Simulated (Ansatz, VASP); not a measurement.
# SiO2 in VASP and in Ansatz

```
Si O
1.0
     4.88754    0.00000    0.00000
    -2.44377    4.23273    0.00000
     0.00000    0.00000    5.52485
Si O
3 6
Direct
  0.00000 0.50000 0.33333
  0.50000 0.50000 0.66667
  0.50000 0.00000 0.00000
  0.58439 0.79220 0.83333
  0.79220 0.58439 0.50000
  0.79220 0.20780 0.16667
  0.41561 0.20780 0.83333
  0.20780 0.41561 0.50000
  0.20780 0.79220 0.16667
```

Change from the starting cell: strain -0.0300 x Voigt [1, 1, 0, 0, 0, 0], atoms carried along.

Alike in both runs: task single point; functional LDA; k mesh 6 × 6 × 4; occupations gaussian, width 0.05 eV; no spin polarisation.

|  | VASP | Ansatz |
| --- | --- | --- |
| version | VASP 6.6.1 | Ansatz 0.2.0 |
| potentials or method | VASP PAW LDA potentials, release 64 (Si, O) | scalar-relativistic, plane waves, PAW |
| plane-wave cutoff (eV) | 520 | 420 |
| valence electrons in the cell | 48 | 48 |

|  | VASP | Ansatz | Ansatz less VASP |
| --- | --- | --- | --- |
| gap on the k mesh at the Fermi level (eV) | 5.70 | 5.71 | +0.005 |
| least direct gap on the mesh (eV) | 5.85 | 5.85 | +0.002 |
| pressure (GPa) | 13.5 | 12.8 | -0.71 |
| largest component of the traceless stress (GPa) | 1.04 | 1.11 | +0.072 |
| rms of the force components (eV/Å) | 0.273 | 0.269 | -0.0040 |

Atom by atom the forces differ by 0.004 eV/Å (rms over components).

A k mesh can miss the band edges.
